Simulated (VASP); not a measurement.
Ca:

```
Ca
1.0
    -2.24000    2.24000    2.24000
     2.24000   -2.24000    2.24000
     2.24000    2.24000   -2.24000
Ca
1
Cartesian
  0.0000 0.0000 0.0000
```

This isn't the form of Ca at room conditions, which is fcc.

| Item | Value |
| --- | --- |
| Program | VASP 6.6.1 |
| Task | relaxation of cell and atoms |
| Functional | BLYP |
| Potentials or basis | VASP PAW PBE potentials, release 64 (Ca_sv) |
| Cutoff | 600 eV |
| k mesh | 8 × 8 × 8 |
| Occupations | fermi-dirac, width 0.05 eV |
| Spin | no spin polarisation |

At the start: pressure -0.8 GPa; volume 44.96 Å³/atom.

How do energy, volume and symmetry change on relaxing?

Over 4 steps the energy falls by 7.0 meV/atom and the volume is 42.31 Å³/atom (-5.9 %); space group Im-3m (No. 229, to 0.05 Å).

Step by step:
```tsv
step	energy change (eV)	largest force (eV/Å)	pressure (GPa)	volume (Å³)
1	0.0000	0.0000	-0.84	44.96
2	-0.0057	0.0000	-0.38	43.45
3	-0.0069	0.0000	0.09	42.04
4	-0.0070	0.0000	0.00	42.31
```

Final structure:
```yaml
crystal:
  lattice:
    - [-2.19510, 2.19510, 2.19510]
    - [2.19510, -2.19510, 2.19510]
    - [2.19510, 2.19510, -2.19510]
  atoms:
    - { symbol: Ca, position: [0.00000, 0.00000, 0.00000] }
```

Caveat: the PAW data sets were made with another functional, which shifts forces and pressure a little.
